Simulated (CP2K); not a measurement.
Runs of CP2K 2026.2 on LiH. Symmetry: Fm-3m, No. 225, cubic system. Conventional cell: a = 4.073 Å, b = 4.073 Å, c = 4.073 Å, α = 90.00°, β = 90.00°, γ = 90.00°. Around Li (site symmetry m-3m) lie 6 H at 2.04 Å. H (site symmetry m-3m) has 6 Li at 2.04 Å as nearest neighbours. 

```csv
task,level,potentials or basis,smearing,ADDED_MOS,hirshfeld SHAPE_FUNCTION,VORONOI_RADII,CUTOFF of the grids,cutoff of the non-local correlation (Ry),gap on the mesh (eV),pressure (GPa)
atomic charges,MS2,"POTENTIAL_UZH Li GTH-PBE-q3, H GTH-PBE-q1; TZVP-MOLOPT-PBE-GTH basis",fermi-dirac 0.05 eV,[10],GAUSSIAN,UNITY,800 Ry,-,3.94,(c)
atomic charges,LDA,"POTENTIAL_UZH Li GTH-PBE-q3, H GTH-PBE-q1; TZVP-MOLOPT-PBE-GTH basis",fermi-dirac 0.05 eV,[10],GAUSSIAN,UNITY,800 Ry,-,(a),-4.0
atomic charges,optB88-vdW,"POTENTIAL_UZH Li GTH-PBE-q3, H GTH-PBE-q1; TZVP-MOLOPT-PBE-GTH basis",fermi-dirac 0.05 eV,[10],GAUSSIAN,UNITY,800 Ry,300,3.70,-1.4
atomic charges,RPBE,"POTENTIAL_UZH Li GTH-PBE-q3, H GTH-PBE-q1; TZVP-MOLOPT-PBE-GTH basis",fermi-dirac 0.05 eV,[10],GAUSSIAN,UNITY,800 Ry,-,3.56,(b)
```

Alike in all rows: no spin polarisation; cell as given; k mesh 11 × 11 × 11.

Q: Estimate the missing entries.

A: (a) 3.02; (b) 0.0; (c) -2.5.

Caveats: the potentials were made for another functional, which shifts forces and pressure; an odd mesh through Γ misses points on the zone boundary, where band edges often lie; the basis of atomic orbitals isn't converged, which shifts pressures, moduli and gaps.

Runs at the PBE level aren't shown here.
